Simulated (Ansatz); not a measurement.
Work and stress of cleavage in AlN

Computed with Ansatz, DFT r2SCAN, scalar-relativistic, plane waves, PAW. Settings: plane waves to 500 eV, k-mesh 8×8×3 (Γ-centred), Gaussian smearing 0.05 eV. No spin polarisation. Energies are free energies at this smearing, counted from the undisturbed cell; pressure is positive in compression.

Reference structure (as given, not relaxed at this level; it stands at -0.6 GPa):

```yaml
crystal:
  lattice:
    - [-3.11100, 0.00000, 0.00000]
    - [-1.55550, -2.69421, 0.00000]
    - [0.00000, 0.00000, 9.95600]
  atoms:
    - { symbol: Al, position: [0.33333, 0.33333, 0.90375] }
    - { symbol: Al, position: [0.33333, 0.33333, 0.40375] }
    - { symbol: Al, position: [0.66667, 0.66667, 0.15375] }
    - { symbol: Al, position: [0.66667, 0.66667, 0.65375] }
    - { symbol: N, position: [0.33333, 0.33333, 0.09625] }
    - { symbol: N, position: [0.33333, 0.33333, 0.59625] }
    - { symbol: N, position: [0.66667, 0.66667, 0.34625] }
    - { symbol: N, position: [0.66667, 0.66667, 0.84625] }
```

The cut lies on the cell's a–b face, a (0 0 1) plane (indices in the standard cell, whose axes needn't be the Cartesian ones shown) of area 8.38 Å², between layers 1.92 Å apart. Vector c is lengthened by d along the normal with the atoms' Cartesian places fixed: one unrelaxed cut a cell. The traction is positive where the two halves pull on each other.

| d (Å) | energy (J/m²) | traction (GPa) |
| --- | --- | --- |
| -0.30 | 1.77 | -154.5 |
| -0.15 | 0.32 | -50.8 |
| 0.00 | 0.00 | 2.5 |
| 0.25 | 0.60 | 38.6 |
| 0.50 | 1.71 | 47.1 |
| 0.75 | 2.88 | 45.9 |
| 1.00 | 3.98 | 41.3 |
| 1.50 | 5.76 | 29.8 |
| 2.00 | 6.94 | 17.7 |
| 3.00 | 7.83 | 3.2 |
| 4.50 | 8.03 | 0.5 |
| 6.00 | 8.08 | 0.2 |

Problem. What are the work of separation and the cleavage stress, and do they fit the universal binding curve?

Solution. The energy levels off near W ≈ 8.08 J/m² (the traction is down to 0.2 GPa), the energy of the two unrelaxed faces, 4.04 J/m² each on average. The largest sampled traction is 47.1 GPa at d = 0.50 Å, and a parabola through it and its two neighbours peaks at σ_max ≈ 47.8 GPa, d ≈ 0.59 Å. The curve E = W[1 − (1 + d/ℓ)exp(−d/ℓ)] peaks in traction at d = ℓ with σ_max = W/(eℓ); with 1 J/m² per Å = 10 GPa this W and σ_max give ℓ = 0.62 Å. A parabola through that curve at the same three d peaks at 0.63 Å, against 0.59 Å here, a fair fit. The cut parts unlike faces (Al and N); in an ionic crystal that makes them polar, and the energy then depends on the thickness of the slab. The opened faces are metallic here, and spin polarisation, left out, could lower W. Real crystals break at far lower stress, because cracks concentrate it, and on the plane of lowest W, which needn't be this one.

The cut is rigid; relaxing the faces lowers these energies and usually the stresses. The start isn't at rest at this level: it stands under -0.6 GPa with forces up to 0.19 eV/Å, so these aren't the figures of the relaxed crystal.

The gap closes along the scan, which can put kinks into the curve.